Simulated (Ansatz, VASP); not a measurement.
# Al35GaN36 (Ga_Al): VASP beside Ansatz

One calculation is typed for both programs; each brings its own data sets. How far apart do they land? The cell is taken from a series of runs on this material, whose earlier steps may have relaxed, scaled, displaced or heated it; both programs get it as it stands.

Method: plane waves, with VASP 6.6.1 beside it; r2SCAN, in Ansatz 0.2.0.

### 1. The starting structure

The cell holds 72 atoms: 35 Al, 36 N and 1 Ga. Cell: a = 9.320 Å, b = 9.320 Å, c = 9.956 Å, α = 90.0°, β = 90.0°, γ = 120.0°. It derives from AlN (AlN (P6_3mc)). Nearest the centre at fractional (0.444, 0.556, 0.500): Ga72 at 0.01 Å, N52 at 1.93 Å, N56 at 1.93 Å, N40 at 1.94 Å, N55 at 1.96 Å, N53 at 3.08 Å, Al18 at 3.08 Å, Al22 at 3.08 Å.

Coordinates:

```xyz
72
Lattice="9.3196 0.0000 0.0000 -4.6598 8.0710 0.0000 0.0000 0.0000 9.9565" Properties=species:S:1:pos:R:3 pbc="T T T"
Al    1.5501    0.8923    2.4817
Al   -0.0054    1.7798    4.9718
Al    1.5507    0.8929    7.4604
Al   -0.0019    1.7840    9.9496
Al   -0.0073    3.5795    2.4691
Al   -1.5651    4.4822    4.9711
Al   -0.0142    3.5762    7.4679
Al   -1.5606    4.4830    9.9478
Al   -1.5568    6.2755    2.4817
Al   -3.1087    7.1712    4.9701
Al   -1.5560    6.2748    7.4597
Al   -3.1087    7.1717    9.9499
Al    4.6589    0.8949    2.4823
Al    3.1073    1.7806    4.9719
Al    4.6596    0.8949    7.4592
Al    3.1041    1.7847    9.9488
Al    3.1052    3.5806    2.4677
Al    3.1148    3.5777    7.4695
Al    1.5500    4.4819    9.9471
Al    1.5519    6.2787    2.4682
Al   -0.0081    7.1796    4.9715
Al    1.5527    6.2878    7.4720
Al   -0.0047    7.1737    9.9491
Al    7.7628    0.8944    2.4824
Al    6.2118    1.7905    4.9703
Al    7.7629    0.8945    7.4603
Al    6.2117    1.7901    9.9499
Al    6.2090    3.5821    2.4811
Al    4.6663    4.4850    4.9715
Al    6.2094    3.5823    7.4594
Al    4.6602    4.4831    9.9483
Al    4.6580    6.2763    2.4829
Al    3.1126    7.1798    4.9735
Al    4.6583    6.2757    7.4597
Al    3.1074    7.1744    9.9493
N     1.5500    0.8962    4.3833
N     0.0006    1.7865    1.8910
N     1.5495    0.8952    9.3596
N     0.0008    1.7902    6.8724
N    -0.0395    3.5641    4.3704
N    -1.5551    4.4822    1.8925
N    -0.0064    3.5848    9.3699
N    -1.5531    4.4808    6.8738
N    -1.5564    6.2762    4.3845
N    -3.1056    7.1705    1.8940
N    -1.5574    6.2775    9.3609
N    -3.1052    7.1708    6.8708
N     4.6560    0.8972    4.3818
N     3.1064    1.7871    1.8918
N     4.6560    0.8969    9.3599
N     3.1075    1.7910    6.8735
N     3.1373    3.5675    4.3712
N     1.5525    4.4799    1.8962
N     3.1042    3.5852    9.3712
N     1.5545    4.4820    6.9334
N     1.5508    6.3199    4.3705
N    -0.0018    7.1724    1.8929
N     1.5489    6.2804    9.3714
N     0.0016    7.1713    6.8728
N     7.7614    0.8970    4.3805
N     6.2132    1.7900    1.8932
N     7.7617    0.8964    9.3583
N     6.2140    1.7907    6.8705
N     6.2085    3.5868    4.3817
N     4.6616    4.4821    1.8943
N     6.2087    3.5864    9.3603
N     4.6601    4.4807    6.8737
N     4.6563    6.2775    4.3839
N     3.1099    7.1717    1.8919
N     4.6560    6.2771    9.3615
N     3.1078    7.1710    6.8734
Ga    1.5481    4.4816    4.9706
```

### 2. VASP: single point, r2SCAN

With cell and atoms fixed, the geometry can't cause a difference; cores, projectors, grids and the points listed under the comparison can.

Lines of VASP's logs that name or quote its potential files are left out, and so is its time.

File INCAR:

```
SYSTEM = Al35GaN36
PREC = Accurate
ENCUT = 580
EDIFF = 1E-06
NELM = 120
ISMEAR = -1
SIGMA = 0.01
LREAL = Auto
ALGO = Normal
METAGGA = R2SCAN
LASPH = .TRUE.
NBANDS = 200
LORBIT = 11
LWAVE = .FALSE.
LCHARG = .FALSE.
ISIF = 2
ISYM = 0
GGA_COMPAT = .FALSE.
EFERMI = MIDGAP
LMIXTAU = .TRUE.
KPAR = 4
```

File POSCAR:

```
Al35GaN36
1.0
    9.3195655359      0.0000000860      0.0000000000
   -4.6597828424      8.0709804634      0.0000000000
    0.0000000000      0.0000000000      9.9564777190
Al N Ga
35 36 1
Direct
    0.2216040778      0.1105616719      0.2492543182
    0.1096859732      0.2205218826      0.4993524799
    0.2217038126      0.1106268267      0.7493014967
    0.1103119241      0.2210371993      0.9993122329
    0.2209680805      0.4435078363      0.2479917106
    0.1097394693      0.5553524030      0.4992814077
    0.2200201295      0.4430921329      0.7500531977
    0.1102696224      0.5554479375      0.9991275114
    0.2217235261      0.7775445927      0.2492580165
    0.1106884797      0.8885182969      0.4991797638
    0.2217670655      0.7774549612      0.7492290664
    0.1107243286      0.8885844907      0.9993407876
    0.5553465160      0.1108843523      0.2493184004
    0.4437272893      0.2206225314      0.4993679150
    0.5554149949      0.1108781530      0.7491833234
    0.4436412990      0.2211291627      0.9992292518
    0.5550110135      0.4436414232      0.2478531947
    0.5558668111      0.4432804217      0.7502115719
    0.4439768531      0.5553109540      0.9990575190
    0.5554925589      0.7779412813      0.2478945530
    0.4439142774      0.8895563083      0.4993193400
    0.5561383855      0.7790656202      0.7504654232
    0.4439079048      0.8888208668      0.9992631048
    0.8883724384      0.1108209412      0.2493261023
    0.7774527571      0.2218380689      0.4991997483
    0.8883824886      0.1108336296      0.7492901918
    0.7774236951      0.2217996945      0.9993378510
    0.8881407569      0.4438190236      0.2491926484
    0.7785502037      0.5556947993      0.4993240343
    0.8881923779      0.4438437085      0.7491959648
    0.7777719230      0.5554540179      0.9991834930
    0.8886242181      0.7776325343      0.2493755641
    0.7787757703      0.8895865930      0.4995233973
    0.8886142786      0.7775574357      0.7492332158
    0.7778821286      0.8889160025      0.9992837769
    0.2218287835      0.1110338800      0.4402499016
    0.1107409039      0.2213469604      0.1899278881
    0.2217169738      0.1109161664      0.9400539593
    0.1109866766      0.2218073920      0.6902482787
    0.2165546736      0.4415911307      0.4389489510
    0.1108058533      0.5553437990      0.1900813465
    0.2213897873      0.4441603106      0.9410892619
    0.1109349246      0.5551695562      0.6903853376
    0.2218165630      0.7776310095      0.4403701568
    0.1109796886      0.8884323697      0.1902254756
    0.2217824950      0.7777858782      0.9401867978
    0.1110389434      0.8884660259      0.6900789551
    0.5551784758      0.1111689070      0.4400946188
    0.4440300512      0.2214251888      0.1900050108
    0.5551622800      0.1111311400      0.9400785572
    0.4443956318      0.2219069206      0.6903502516
    0.5576445818      0.4420208973      0.4390258419
    0.4441141410      0.5550684160      0.1904451918
    0.5551906118      0.4442040161      0.9412128752
    0.4444612005      0.5553261486      0.6963717083
    0.5579301233      0.7830459206      0.4389572919
    0.4441357562      0.8886612577      0.1901139363
    0.5552715850      0.7781407157      0.9412399389
    0.4444400162      0.8885259767      0.6902874700
    0.8883729768      0.1111344887      0.4399604487
    0.7775756536      0.2217809501      0.1901427022
    0.8883730726      0.1110671248      0.9399157419
    0.7777043437      0.2218726162      0.6900538744
    0.8883834278      0.4444065130      0.4400869316
    0.7778668579      0.5553334431      0.1902559596
    0.8883776304      0.4443518148      0.9401222849
    0.7776184723      0.5551608835      0.6903710658
    0.8885207220      0.7777868791      0.4403104109
    0.7779807915      0.8885801591      0.1900183165
    0.8884625362      0.7777359904      0.9402386137
    0.7777132504      0.8884895159      0.6903480405
    0.4437509213      0.5552790822      0.4992369657
```

File KPOINTS:

```
Points of the shifted mesh
8
Reciprocal
 0.2500000000  0.2500000000  0.2500000000 1
 0.2500000000  0.2500000000  0.7500000000 1
 0.2500000000  0.7500000000  0.2500000000 1
 0.2500000000  0.7500000000  0.7500000000 1
 0.7500000000  0.2500000000  0.2500000000 1
 0.7500000000  0.2500000000  0.7500000000 1
 0.7500000000  0.7500000000  0.2500000000 1
 0.7500000000  0.7500000000  0.7500000000 1
```

The projector-augmented-wave data sets are Al, N and Ga_d (PBE family, release 64).

Started as:

```bash
$ mpirun -np 8 vasp_std
```

Numbers of over 12 decimals in the logs are rounded to 6 here.

Output:

```text
[banner, memory and clock lines left out]
running    8 mpi-ranks, on    1 nodes
[...]
|                                                                             |
|           W    W    AA    RRRRR   N    N  II  N    N   GGGG   !!!           |
|           W    W   A  A   R    R  NN   N  II  NN   N  G    G  !!!           |
|           W    W  A    A  R    R  N N  N  II  N N  N  G       !!!           |
|           W WW W  AAAAAA  RRRRR   N  N N  II  N  N N  G  GGG   !            |
|           WW  WW  A    A  R   R   N   NN  II  N   NN  G    G                |
|           W    W  A    A  R    R  N    N  II  N    N   GGGG   !!!           |
|                                                                             |
|     For optimal performance we recommend to set                             |
|       NCORE = 2 up to number-of-cores-per-socket                            |
|     NCORE specifies how many cores store one orbital (NPAR=cpu/NCORE).      |
|     This setting can greatly improve the performance of VASP for DFT.       |
[...]
|               ----> ADVICE to this user running VASP <----                  |
|                                                                             |
|     You enforced a specific xc type in the INCAR file but a different       |
|     [... a line on the potential file left out ...]
|     I HOPE YOU KNOW WHAT YOU ARE DOING!                                     |
|                                                                             |

 LDA part: xc-table for (None), standard interpolation
 POSCAR, INCAR and KPOINTS ok, starting setup
[...]
entering main loop
       N       E                     dE             d eps       ncg     rms          rms(c)
DAV:   1     0.182798968560E+04    0.18280E+04   -0.14516E+05  3200   0.160E+03
DAV:   2    -0.576295530202E+03   -0.24043E+04   -0.22490E+04  4120   0.360E+02
DAV:   3    -0.840606229029E+03   -0.26431E+03   -0.26015E+03  3808   0.133E+02
DAV:   4    -0.851385991313E+03   -0.10780E+02   -0.10727E+02  4272   0.295E+01
[...]
DAV:  26    -0.694858942669E+03   -0.29500E-05   -0.17358E-06  2400   0.438E-03    0.677E-03
DAV:  27    -0.694858944935E+03   -0.22652E-05   -0.76288E-07  1888   0.313E-03    0.138E-03
DAV:  28    -0.694858945493E+03   -0.55793E-06   -0.32590E-07  1888   0.163E-03
   1 F= -.69485895E+03 E0= -.69485895E+03  d E =0.000000E+00
```

From OUTCAR (step 2):

```text
 POSITION                                       TOTAL-FORCE (eV/Angst)
 -----------------------------------------------------------------------------------
      1.55006      0.89234      2.48170         0.065444      0.029113      0.010490
     -0.00536      1.77983      4.97179        -0.003461      0.149392      0.012233
      1.55069      0.89287      7.46040         0.060280      0.031398      0.008793
     -0.00193      1.78399      9.94963        -0.029067      0.149973      0.010442
     -0.00732      3.57954      2.46912         0.051415      0.052742      0.106627
     -1.56510      4.48224      4.97108         0.062600     -0.001468      0.030672
     -0.01422      3.57619      7.46789         0.213532      0.133334      0.101062
     -1.56060      4.48301      9.94779         0.062641      0.001779      0.066219
     -1.55682      6.27555      2.48173         0.089364     -0.044326      0.018985
     -3.10873      7.17121      4.97007         0.005604      0.027244      0.021484
     -1.55600      6.27482      7.45968         0.083380     -0.014767      0.034937
     -3.10871      7.17175      9.94991        -0.016148      0.007609      0.007851
      4.65889      0.89495      2.48233        -0.017017     -0.035806      0.002026
      3.10729      1.78064      4.97195        -0.024535      0.181473      0.017046
[...]
-----------------------------------------------------------------------------------
    total drift:                                0.001697     -0.015369     -0.411194

  FREE ENERGIE OF THE ION-ELECTRON SYSTEM (eV)
  ---------------------------------------------------
  free  energy   TOTEN  =      -694.8589454926 eV

  energy  without entropy=     -694.8589454926  energy(sigma->0) =     -694.85894549
```

The run ends at a pressure of 0.31 GPa, with forces up to 0.28 eV/Å.

### 3. Ansatz: single point, r2SCAN

Ansatz runs on its PAW soft_1 files.

The same cell, functional, mesh and smearing now go to Ansatz.

File input.yaml:

```yaml
crystal:
  checkpoint: "../qp1_M1.relax.run"
  host: checkpoint
basis:
  ecutwfc: 500
  xc_grid: 2
hamiltonian:
  xc: r2scan
  pseudopotentials: { kind: paw, azcp: { folder: soft_1 } }
kpoints:
  mp_grid: { grid: [2, 2, 2], shift: [0.5, 0.5, 0.5] }
scf:
  occupations: { method: fermi_dirac, width: 0.01 }
  max_iter: 100
output:
  forces: true
  eigenvalues: true
  charged_corrections: { defect_position: [0.444444, 0.555556, 0.499602] }
checkpoint:
  read: "../qp1_M1.relax.run"
  write: "../qp1_M1.point_neutral.run"
  compress: false
  write_wavefunctions: false
  write_every: 100000
```

Started as:

```bash
$ ansatz run input.yaml --threads 4 --pin off --max-ram 7536MiB --backend cpu --events-out ev --progress --plain --runs-dir out
```

Output:

```text
Warning: checkpoint.read: spin treatment differs: saved collinear, current unpolarized; the saved charge density seeds this run and the saved magnetisation is not carried: this deck is unpolarised; the saved density holds an absolute magnetisation of 1.2e0 μB; saved orbitals and DFT+U occupations are not carried; the saved kinetic-energy density and PAW projector densities are carried summed over spin
checkpoint.read: the saved state was converged at a total charge of 1 e, and this run's is 0 e: a saved density that it takes is scaled to its electron count
crystal.checkpoint: the structure is that of <dir>, a `relax` run, at its step 5: its result, under r2scan at a charge of 1 e; 72 atoms read, 0 with a starting moment; this deck's charge is 0 e; crystal.structure_sha256 for this input is
Engine: ansatz 0.2.0, aarch64-unknown-linux-gnu
Pseudopotentials: kind: paw
Pseudopotential: Al, paw, valence charge 3, recommended cutoff 500 eV (meta_gga), soft_1/Al.paw.azcp
Pseudopotential: N, paw, valence charge 5, recommended cutoff 500 eV (meta_gga), soft_1/N.paw.azcp
Pseudopotential: Ga, paw, valence charge 13, recommended cutoff 500 eV (meta_gga), soft_1/Ga.paw.azcp
Functional definition: r2SCAN
  parameter k0 = 0.174
  parameter k1 = 0.065
  parameter a1 = 4.9479
  exchange = r2scan_x(k0 = k0, k1 = k1, a1 = a1)
  correlation = r2scan_c
Crystal: 72 atoms, lattice volume = 748.907 Å³
Basis set: ecut = 500 eV, 18913 PW (Γ), exchange–correlation on 144×144×150 points (8 copies of the dense FFT grid, shifted against one another)
Bands: 221, of which v1, the nominal top of the filled ones, is band 149 counted from 1 (148 counted from 0)
Symmetry: 1 space group operations
Space group: P1 (ITA 1), of the structure as read, at distance tolerance 9.1e-5 Å
k-points: 4 of 8 (time reversal used)
Non-local potential: Al, projectors of the file, l = 0: 2, l = 1: 2, l = 2: 1
Non-local potential: N, projectors of the file, l = 0: 2, l = 1: 2, l = 2: 1
Non-local potential: Ga, projectors of the file, l = 0: 2, l = 1: 2, l = 2: 3, l = 3: 1
PAW form: soft (Blöchl's): semilocal exchange-correlation on the pseudo side does not see the compensation charge
PAW frozen core: Al, regenerated for the run's functional (the file was generated under x = pbe(κ = 0.804, μ = 0.219515), c = pbe(β = 0.066725))
PAW frozen core: N, regenerated for the run's functional (the file was generated under x = pbe(κ = 0.804, μ = 0.219515), c = pbe(β = 0.066725))
PAW frozen core: Ga, regenerated for the run's functional (the file was generated under x = pbe(κ = 0.804, μ = 0.219515), c = pbe(β = 0.066725))
PAW one-centre angular grid: Al, 302 points (default); XC on 160 Gauss nodes
PAW one-centre angular grid: N, 302 points (default); XC on 160 Gauss nodes
PAW one-centre angular grid: Ga, 590 points (default); XC on 160 Gauss nodes
Initial density: read from a saved state, or passed on in memory by an earlier SCF of this step, an earlier step, the calling program or the single point that the run made first
Initial wavefunctions: pseudopotential atomic-orbital guess
Functional: x = r2scan, c = r2scan; τ floored in thin density (d = 2e-4 eV/Å³)
iter 1 solved again at ethr=3.53e-5 eV; its pass at ethr=3.10e-3 eV (dr2=1.05e-1 eV) is discarded
SCF iter   1: F=—  HF=-36673.395880 eV  |F-HF|=—  |Δ(HF+E_count)|=         —  Δρ=4.36e-3  dr2=1.09e-1  dr2_τ=1.63e-3  ethr=3.53e-5  ⟨swp⟩=8.2  Hψ=5561  notcnv=0
preconditioner: auto → Resta (q_TF=auto, 2.340 Å⁻¹)  ε∞=3.6  [insulator: Δε(μ)=5.629 eV  Ē_g=14.390 eV  σ=0.010 eV  W_gap=1.00  n_scr=162 (ndim 8)  ℏωp=23.4 eV  f_vac=0.000  D(μ)=0.00/eV (n_scr^D=0)  ε∞_Penn≈3.6]
SCF iter   2: F=—  HF=-36673.368045 eV  |F-HF|=—  |Δ(HF+E_count)|=   2.78e-2  Δρ=1.62e-3  dr2=1.32e-2  dr2_τ=1.07e-3  ethr=3.53e-5  ⟨swp⟩=2.5  Hψ=1738  notcnv=0
SCF iter   3: F=—  HF=-36673.365555 eV  |F-HF|=—  |Δ(HF+E_count)|=   2.49e-3  Δρ=6.45e-4  dr2=2.43e-3  dr2_τ=7.74e-5  ethr=4.44e-6  ⟨swp⟩=2.5  Hψ=1761  notcnv=0
SCF iter   4: F=—  HF=-36673.365525 eV  |F-HF|=—  |Δ(HF+E_count)|=   2.99e-5  Δρ=2.27e-4  dr2=1.95e-4  dr2_τ=1.10e-5  ethr=8.17e-7  ⟨swp⟩=3.0  Hψ=1770  notcnv=0
SCF iter   5: F=—  HF=-36673.365647 eV  |F-HF|=—  |Δ(HF+E_count)|=   1.22e-4  Δρ=7.19e-5  dr2=2.85e-5  dr2_τ=4.63e-6  ethr=6.54e-8  ⟨swp⟩=2.8  Hψ=1569  notcnv=0
SCF iter   6: F=—  HF=-36673.365151 eV  |F-HF|=—  |Δ(HF+E_count)|=   4.96e-4  Δρ=1.08e-5  dr2=5.98e-7  dr2_τ=9.31e-8  ethr=9.58e-9  ⟨swp⟩=2.0  Hψ=1466  notcnv=0
SCF iter   7: F=—  HF=-36673.365152 eV  |F-HF|=—  |Δ(HF+E_count)|=   9.63e-7  Δρ=5.96e-6  dr2=2.20e-7  dr2_τ=2.94e-8  ethr=3.36e-11  ⟨swp⟩=8.0  Hψ=3944  notcnv=0
SCF iter   8: F=-36673.365152 eV  HF=-36673.365152 eV  |F-HF|=1.65e-8  |Δ(HF+E_count)|=   7.70e-8  Δρ=2.36e-6  dr2=3.80e-8  dr2_τ=5.91e-9  ethr=3.36e-11  ⟨swp⟩=4.2  Hψ=2212  notcnv=0
SCF 1 converged in 8 iterations: F = -36673.365152 eV  dr2 = 3.80e-8
[...]
atom  64  N     -0.00208839     0.02897532    -0.03754820
  atom  65  Al     0.01786781    -0.05786878    -0.00819506
  atom  66  Al    -0.13658430    -0.04448921    -0.01151003
  atom  67  N      0.05769070     0.00048491    -0.00994520
  atom  68  N     -0.02005305     0.06087745    -0.04765139
  atom  69  Al     0.02860806    -0.03751981     0.05059623
  atom  70  Al    -0.05313203    -0.01418582     0.04198349
  atom  71  N      0.05474599    -0.00759033    -0.05292602
  atom  72  N     -0.01595712     0.06901218    -0.02015653
  max |Σ_I F_I| component: 7.58e-3 eV/Å
--- Band table (eV) ---
  k-point 0: bands = [... 145 lower, 6.6343, 6.6694, 6.6877, 6.8312, 12.9112, 12.9615, 13.0610, 13.2244, ... 68 higher]
  k-point 1: bands = [... 145 lower, 6.6355, 6.6691, 6.6898, 6.8271, 12.9115, 12.9611, 13.0619, 13.2245, ... 68 higher]
  k-point 2: bands = [... 145 lower, 6.5619, 6.5734, 6.7807, 6.8475, 12.4881, 12.8287, 13.1116, 13.1220, ... 68 higher]
  k-point 3: bands = [... 145 lower, 6.5699, 6.5789, 6.7784, 6.8500, 12.4879, 12.8418, 13.1147, 13.1203, ... 68 higher]
```

### 4. Side by side

Known differences besides the potentials themselves: VASP keeps PBE cores, Ansatz makes them for the functional; the cutoff is 500 eV in Ansatz and 580 eV in VASP (PREC = Accurate, projectors in real space). Total energies have different zeros and are not compared.

The two programs side by side:

```
              quantity  Ansatz   VASP  difference
gap on the k mesh (eV)   5.638  5.675      -0.037
```

Forces on 7 of the 72 atoms, those with the largest forces and the largest differences (eV/Å; atoms numbered as in POSCAR):

```
atom          Ansatz x, y, z            VASP x, y, z
 Al7     0.213, 0.132, 0.103     0.214, 0.133, 0.101
Al14    -0.026, 0.181, 0.017    -0.025, 0.181, 0.017
Al22    0.002, -0.183, 0.027    0.001, -0.183, 0.028
 N40  -0.074, -0.086, -0.130  -0.138, -0.122, -0.151
 N52   0.105, -0.117, -0.142   0.170, -0.155, -0.163
 N56    0.023, 0.046, -0.137    0.023, 0.119, -0.157
Ga72     0.031, 0.044, 0.231     0.036, 0.037, 0.233
```

The forces differ by 10 meV/Å r.m.s., which is 15.9 % of the r.m.s. force of 0.065 eV/Å (both taken over all components). A gap on the mesh is an upper bound, since the band edges may lie between its points.

### 5. What came out

* r.m.s. force difference (single point, r2SCAN): 10 meV/Å

What this shows: The r.m.s. force difference is 10 meV/Å (single point, r2SCAN), within the 12 meV/Å picked in this series as the mark of a large difference. Such differences can come from data sets, numerical settings and the points named under the comparisons, not from the functional's error against experiment.

[Lines on the potential files, build, host, timing and source positions are cut from VASP's logs without a mark.]

[Logs are printed without paths, hosts, clocks, repeated set-up lines and the standing remarks that a program may print on its own settings, such as how far it seeks lower states.]

[Hosts, paths, dates, database ids (printed as entryN), source tags and the programs' standing remarks are cut or masked in the printed files.]
